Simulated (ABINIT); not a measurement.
A run of ABINIT 10.8.3 (patched build):

Contents of run.abi:

```
# Datasets
ndtset 2

# Pseudopotentials
pp_dirpath "./"
pseudos "Ta.LDA_PW-JTH.xml, S.LDA_PW-JTH.xml"

# Structure
acell 6.3305825175 6.3305825175 11.0737950903
rprim
     1.0000000000     0.0000000000     0.0000000000
    -0.5000000000     0.8660254038     0.0000000000
     0.0000000000     0.0000000000     1.0000000000
ntypat 2
znucl 73 16
natom 3
typat 1 2 2
xred
            0.0            0.0            0.0
            2/3            1/3            3/4
            1/3            2/3            1/4

# Plane-wave basis
ecut 15.0
pawecutdg 30.0

# Exchange and correlation
ixc 7

# SCF cycle
nstep 80

# Output
iomode 3
prteig 0
prtebands 0
prtwf 0

# Dataset 1: electrons
kptopt1 1
ngkpt1 6 6 4
nshiftk1 1
shiftk1 0.0 0.0 0.0
nband1 17
occopt1 3
tsmear1 0.00183747
tolvrs1 1.0e-10
prtden1 1

# Dataset 2: positron in the electrons' density
positron2 1
ixcpositron2 11
getden2 1
kptopt2 0
nkpt2 1
kpt2 0.0 0.0 0.0
nband2 1
occopt2 2
occ2 1.0
posocc2 1.0
toldfe2 1.0e-9
optforces2 0
optstress2 0
prtden2 0
```

Potentials or basis: JTH PAW LDA v2.0.

Run with:

```sh
$ abinit run.abi > log 2>&1
```

Hardware: 1 thread of Arm Neoverse V2 (shared host).

Problem. Estimate the wall time of this run.

Solution. Wall time 17 s on 1 thread of Arm Neoverse V2, on a shared host, peak memory 0.08 GiB. Counts: scf iterations 62, k points 24, bands 17, plane waves 1087.
